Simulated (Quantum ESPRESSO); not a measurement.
Wanted: the native input for a Quantum ESPRESSO 7.5 run.

* Task: relaxation of cell and atoms
* Functional: PBEsol
* Potentials or basis: GBRV 1.5 PBEsol
* Cutoff: 707 eV
* Density cutoff: 5633 eV
* k mesh: 11 × 11 × 11
* Occupations: fermi-dirac, width 0.05 eV
* Spin: no spin polarisation
* Target pressure: 10 GPa
* Mixing beta: 0.5
* Most SCF iterations: 120
* SCF threshold: 2e-10 Ry
* Most ionic steps: 40
* Forc conv thr: 0.0004 Ry/bohr
* Etot conv thr: 1e-05 Ry
* Ion dynamics: bfgs
* Cell dynamics: bfgs
* Press conv thr: 0.3 kbar

Crystal: Au.

```
Au
1.0
    -1.65727    1.65727    1.65727
     1.65727   -1.65727    1.65727
     1.65727    1.65727   -1.65727
Au
1
Direct
  0.00000 0.00000 0.00000
```

This isn't the form of Au at room conditions, which is fcc.

One way to write it, as run:

pw.in

```
&CONTROL
  calculation = 'vc-relax'
  prefix = 'pwscf'
  outdir = './tmp'
  pseudo_dir = './pseudo'
  tprnfor = .true.
  tstress = .true.
  disk_io = 'low'
  nstep = 40
  forc_conv_thr = 0.0004
  etot_conv_thr = 1d-05
/
&SYSTEM
  ibrav = 0
  nat = 1
  ntyp = 1
  ecutwfc = 52
  ecutrho = 414
  nbnd = 11
  occupations = 'smearing'
  smearing = 'fd'
  degauss = 0.00367493
/
&ELECTRONS
  conv_thr = 2d-10
  electron_maxstep = 120
  mixing_beta = 0.5
/
&IONS
  ion_dynamics = 'bfgs'
/
&CELL
  cell_dynamics = 'bfgs'
  press = 100
  press_conv_thr = 0.3
/
ATOMIC_SPECIES
Au   196.9666 au_pbesol_v1.uspp.F.UPF
CELL_PARAMETERS angstrom
  -1.6572690000    1.6572690000    1.6572690000
   1.6572690000   -1.6572690000    1.6572690000
   1.6572690000    1.6572690000   -1.6572690000
ATOMIC_POSITIONS crystal
Au     0.0000000000    0.0000000000    0.0000000000
K_POINTS automatic
11 11 11 0 0 0
```

Potentials or basis: GBRV 1.5 PBEsol.

The run is started by

```console
$ OMP_NUM_THREADS=1 mpirun -n 2 pw.x -nk 2 -in pw.in > pw.out
```

It gave:

* Relaxed volume: 16.21 Å³/atom
* Relaxed cell: a = 2.762 Å, b = 2.762 Å, c = 2.762 Å, α = 109.47°, β = 109.47°, γ = 109.47°
* Space group after relaxing (to 0.05 Å): Im-3m (No. 229)
* Energy change on relaxing (the enthalpy is what falls): -11.1 meV/atom
* Ionic steps: 5
* Pressure after relaxing: 10.0 GPa
* Band gap on the k mesh: none (metal or under the smearing width)

It took 61 s on 2 MPI ranks on Intel(R) Xeon(R) Processor @ 2.50GHz (Skylake/Cascade Lake), on a shared host, peak memory 0.22 GiB a rank.
